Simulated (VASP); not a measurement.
# PtS2 (P-3m1) in VASP: notebook, part 2 of 2

VASP 6.6.1. Earlier steps stand in the parts before.

## (4) Single point, PBE, spin-orbit coupling, no magnetisation

The input, INCAR:

```
SYSTEM = PtS2
ALGO = Normal ; EDIFF = 1E-7
ENCUT = 400 ; GGA = PE
GGA_COMPAT = .False. ; ISIF = 2
ISMEAR = 0 ; LASPH = .True.
LCHARG = .False. ; LMAXMIX = 4
LNONCOLLINEAR = .True. ; LORBIT = 11
LREAL = .False. ; LSORBIT = .True.
LWAVE = .False. ; MAGMOM = 0 0 0 0 0 0 0 0 0
NBANDS = 38 ; NELM = 100
PREC = Accurate ; SIGMA = 0.02
```

The input, KPOINTS:

```
k-points
0
Gamma
  8 8 5
  0 0 0
```

The input, POSCAR:

```
PtS2
1.0
    3.5432000000      0.0000000000      0.0000000000
   -1.7716000000      3.0685012107      0.0000000000
    0.0000000000      0.0000000000      5.0388000000
Pt S
1 2
Direct
    0.0000000000      0.0000000000      0.0000000000
    0.6666666667      0.3333333333      0.7730000000
    0.3333333333      0.6666666667      0.2270000000
```

Potentials or basis: VASP PAW PBE potentials, release 64 (Pt, S).

Started as:

```console
$ cat potpaw_PBE.64/Pt/POTCAR potpaw_PBE.64/S/POTCAR > POTCAR
$ mpirun -np 1 vasp_ncl > vasp.out
```

OUTCAR:

```text
SYSTEM = PtS2
   EDIFF = 1E-7
   ENCUT = 400
   GGA = PE
   ISIF = 2
   ISMEAR = 0
   LASPH = .True.
   LNONCOLLINEAR = .True.
   LORBIT = 11
   LREAL = .False.
   LSORBIT = .True.
   NELM = 100
   PREC = Accurate

 Found     40 irreducible k-points:

 Following reciprocal coordinates:
            Coordinates               Weight
  0.000000  0.000000  0.000000      1.000000
  0.125000  0.000000  0.000000      6.000000
  0.250000  0.000000  0.000000      6.000000
  0.375000  0.000000  0.000000      6.000000
  0.500000  0.000000  0.000000      3.000000
  0.125000  0.125000  0.000000      6.000000
   k-points           NKPTS =     40   k-points in BZ     NKDIM =     40   number of bands    NBANDS=     38
   number of dos      NEDOS =    301   number of ions     NIONS =      3
   total plane-waves  NPLWV =  20736
   dimension x,y,z NGX =    24 NGY =   24 NGZ =   36
   dimension x,y,z NGXF=    48 NGYF=   48 NGZF=   72
   ions per type =               1   2
   NGX,Y,Z   is equivalent  to a cutoff of  11.26, 11.26, 11.88 a.u.
   NGXF,Y,Z  is equivalent  to a cutoff of  22.52, 22.52, 23.76 a.u.
 SYSTEM =  PtS2
   PREC   = accura    normal or accurate (medium, high low for compatibility)
   ISTART =      0    job   : 0-new  1-cont  2-samecut
   ICHARG =      2    charge: 1-file 2-atom 10-const
   ISPIN  =      1    spin polarized calculation?
   LNONCOLLINEAR =      T non collinear calculations
   LSORBIT =      T    spin-orbit coupling
   LASPH  =      T    aspherical Exc in radial PAW
   ENCUT  =  400.0 eV  29.40 Ry    5.42 a.u.   5.78  5.78  8.22*2*pi/ulx,y,z
   NELM   =    100;   NELMIN=  2; NELMDL= -5     # of ELM steps
   EDIFF  = 0.1E-06   stopping-criterion for ELM
   LREAL  =      F    real-space projection
   EDIFFG = 0.1E-05   stopping-criterion for IOM
   NSW    =      0    number of steps for IOM
   IBRION =     -1    ionic relax: 0-MD 1-quasi-New 2-CG
   NFREE  =      0    steps in history (QN), initial steepest desc. (CG)
   ISIF   =      2    stress and relaxation
   ISYM   =      2    0-nonsym 1-usesym 2-fastsym
   POTIM  = 0.5000    time-step for ionic-motion
   TEBEG  =    0.0;   TEEND  =   0.0 temperature during run
[... 297 lines left out ...]
      0.00000      0.00000      0.00000         0.000000      0.000000      0.000000
      1.77160      1.02283      3.89499        -0.000000     -0.000000     -1.244427
     -0.00000      2.04567      1.14381         0.000000      0.000000      1.244427
 -----------------------------------------------------------------------------------
    total drift:                                0.000000     -0.000000     -0.000000

  FREE ENERGIE OF THE ION-ELECTRON SYSTEM (eV)
  ---------------------------------------------------
  free  energy   TOTEN  =       -15.6514014458 eV

  energy  without entropy=      -15.6514014458  energy(sigma->0) =      -15.65140145

 Spin-Orbit-Coupling matrix elements

 Ion:    1  E_soc:     -0.7617199
 l=   1
     0.0000000    -0.0372232    -0.0395901
    -0.0372232     0.0000000    -0.0372232
    -0.0395901    -0.0372232     0.0000000
 l=   2
     0.0000000    -0.0197999     0.0000000    -0.0197999    -0.0680011
    -0.0197999     0.0000000    -0.0478326    -0.0239575    -0.0197999
     0.0000000    -0.0478326     0.0000000    -0.0478326     0.0000000
    -0.0197999    -0.0239575    -0.0478326     0.0000000    -0.0197999
    -0.0680011    -0.0197999     0.0000000    -0.0197999     0.0000000
 l=   3
     0.0000000     0.0000000     0.0000000     0.0000000     0.0000000     0.0000000     0.0000000
     0.0000000     0.0000000     0.0000000     0.0000000     0.0000000     0.0000000     0.0000000
     0.0000000     0.0000000     0.0000000     0.0000000     0.0000000     0.0000000     0.0000000
     0.0000000     0.0000000     0.0000000     0.0000000     0.0000000     0.0000000     0.0000000
[... 29 lines left out ...]
 l=   2
     0.0000000     0.0000000     0.0000000     0.0000000     0.0000000
     0.0000000     0.0000000     0.0000000     0.0000000     0.0000000
     0.0000000     0.0000000     0.0000000     0.0000000     0.0000000
     0.0000000     0.0000000     0.0000000     0.0000000     0.0000000
     0.0000000     0.0000000     0.0000000     0.0000000     0.0000000
 l=   3
     0.0000000     0.0000000     0.0000000     0.0000000     0.0000000     0.0000000     0.0000000
     0.0000000     0.0000000     0.0000000     0.0000000     0.0000000     0.0000000     0.0000000
     0.0000000     0.0000000     0.0000000     0.0000000     0.0000000     0.0000000     0.0000000
     0.0000000     0.0000000     0.0000000     0.0000000     0.0000000     0.0000000     0.0000000
     0.0000000     0.0000000     0.0000000     0.0000000     0.0000000     0.0000000     0.0000000
     0.0000000     0.0000000     0.0000000     0.0000000     0.0000000     0.0000000     0.0000000
     0.0000000     0.0000000     0.0000000     0.0000000     0.0000000     0.0000000     0.0000000

 total charge

# of ion       s       p       d       tot
------------------------------------------
    1        0.732   0.888   8.008   9.628
    2        1.360   2.310   0.000   3.669
    3        1.360   2.310   0.000   3.669
--------------------------------------------------
tot          3.452   5.507   8.008  16.967

 magnetization (x)

# of ion       s       p       d       tot
------------------------------------------
    1        0.000  -0.000   0.000  -0.000
    2        0.000  -0.000   0.000  -0.000
    3        0.000   0.000   0.000   0.000
--------------------------------------------------
tot          0.000  -0.000   0.000  -0.000

 magnetization (y)

# of ion       s       p       d       tot
------------------------------------------
    1        0.000   0.000   0.000   0.000
    2       -0.000   0.000   0.000   0.000
    3       -0.000   0.000   0.000   0.000
--------------------------------------------------
tot         -0.000   0.000   0.000   0.000

 magnetization (z)

# of ion       s       p       d       tot
------------------------------------------
    1        0.000   0.000   0.000   0.000
    2        0.000   0.000   0.000   0.000
    3        0.000   0.000   0.000   0.000
--------------------------------------------------
tot          0.000   0.000   0.000   0.000
```

OSZICAR:

```text
N       E                     dE             d eps       ncg     rms          rms(c)
DAV:   1     0.101873517911E+03    0.10187E+03   -0.85910E+03  3104   0.840E+02
DAV:   2    -0.111030608699E+02   -0.11298E+03   -0.10659E+03  3594   0.204E+02
DAV:   3    -0.170053980602E+02   -0.59023E+01   -0.58231E+01  3828   0.455E+01
DAV:   4    -0.170859118180E+02   -0.80514E-01   -0.80420E-01  3724   0.597E+00
DAV:   5    -0.170874862831E+02   -0.15745E-02   -0.15743E-02  3686   0.829E-01    0.220E+01
DAV:   6    -0.158582050641E+02    0.12293E+01   -0.45861E+00  3286   0.237E+01    0.139E+01
DAV:   7    -0.156790435701E+02    0.17916E+00   -0.98657E-01  3304   0.101E+01    0.705E+00
DAV:   8    -0.156577813731E+02    0.21262E-01   -0.48661E-02  3516   0.134E+00    0.259E+00
DAV:   9    -0.156513398016E+02    0.64416E-02   -0.82058E-03  3532   0.101E+00    0.506E-01
DAV:  10    -0.156512926871E+02    0.47115E-04   -0.24393E-03  3684   0.368E-01    0.160E-01
DAV:  11    -0.156513713643E+02   -0.78677E-04   -0.19793E-04  3510   0.106E-01    0.945E-02
DAV:  12    -0.156513968568E+02   -0.25493E-04   -0.21609E-05  3536   0.372E-02    0.307E-02
DAV:  13    -0.156514002866E+02   -0.34297E-05   -0.59876E-06  3480   0.209E-02    0.927E-03
DAV:  14    -0.156514010361E+02   -0.74951E-06   -0.12869E-06  3732   0.762E-03    0.458E-03
DAV:  15    -0.156514013094E+02   -0.27335E-06   -0.88167E-08  2986   0.257E-03    0.158E-03
DAV:  16    -0.156514014320E+02   -0.12259E-06   -0.11740E-07  3004   0.194E-03    0.833E-04
DAV:  17    -0.156514014458E+02   -0.13798E-07   -0.57807E-09  1952   0.631E-04
   1 F= -.15651401E+02 E0= -.15651401E+02  d E =-.142263E-24  mag=     0.0000    -0.0000     0.0000
```

stdout:

```text
POSCAR found type information on POSCAR PtS
 POSCAR found :  2 types and       3 ions
 scaLAPACK will be used
 LDA part: xc-table for (Slater+PW92), standard interpolation
 POSCAR, INCAR and KPOINTS ok, starting setup
 FFT: planning ... GRIDC
 FFT: planning ... GRID_SOFT
 FFT: planning ... GRID
 WAVECAR not read
 entering main loop
```

Run time: 50 s. Hardware: 1 thread of Intel Xeon 6975P-C (Granite Rapids), shared host; peak memory 0.27 GiB.

The run converged, but some of its settings lie outside the range that counts as converged, so its numbers aren't taken as properties of the crystal.

What came out:

```
Free energy                                           : -15.6514 eV
Pressure                                              : 11.2 GPa
Largest force                                         : 1.244 eV/Å
Valence electrons inside the program's atomic spheres : Pt 9.63; S 3.67
```

Caveat: forces of over 1 eV/Å show positions far from the minimum, so gaps and moduli don't describe the material at rest.
